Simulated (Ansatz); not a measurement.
**Lattice dynamics at Γ of NaI (Fm-3m)**

Perturbation theory with PBEsol in the plane-wave code Ansatz on the PBEsol cell, ground state and force constants on a 6×6×6 mesh. Calculated for a static, non-magnetic cell.

It is cubic, Fm-3m (No. 225); conventional cell a = 6.403 Å, 32.81 Å³ an atom. Around Na lie 6 I at 3.20 Å; around I lie 6 Na at 3.20 Å.

```cif
data_structure
_symmetry_space_group_name_H-M 'P 1'
_symmetry_Int_Tables_number 1
_cell_length_a 4.5274
_cell_length_b 4.5274
_cell_length_c 4.5274
_cell_angle_alpha 60.000
_cell_angle_beta 60.000
_cell_angle_gamma 60.000
_cell_volume 65.62
loop_
_atom_site_label
_atom_site_type_symbol
_atom_site_fract_x
_atom_site_fract_y
_atom_site_fract_z
_atom_site_occupancy
Na1 Na 0.00000 0.00000 0.00000 1
I1 I 0.50000 0.50000 0.50000 1
```

Optical modes without the longitudinal term:
```json
{"ω (cm⁻¹)": "118", "degeneracy": "3", "IR intensity, summed over the level ((D/Å)²/amu)": "4.99"}
```

The optical mode at Γ lies at 118 cm⁻¹ without the longitudinal term. With the long-range field the highest mode reaches 172 cm⁻¹.

The electronic dielectric tensor ε∞ is 3.48 in all directions. With the ions relaxed, ε⁰ is 7.3 in all directions. Born charges, averaged over directions: Na +1.18, I -1.18 e.

With one polar mode in a cubic crystal the Lyddane-Sachs-Teller relation applies: (ω_LO/ω_TO)² = (171.8/118.2)² = 2.112, and ε⁰/ε∞ = 7.343/3.478 = 2.112. The refractive index √ε∞ is 1.86.

For comparison, on the r2SCAN cell the mean ε∞ is 3.16 with r2SCAN (ground state on 6×6×6; least gap 4.45 eV), 3.38 with PBE (ground state on 6×6×6; least gap 3.66 eV).

No spin-orbit coupling is included; it can move band edges with weight on the heavy atoms by tenths of an eV.
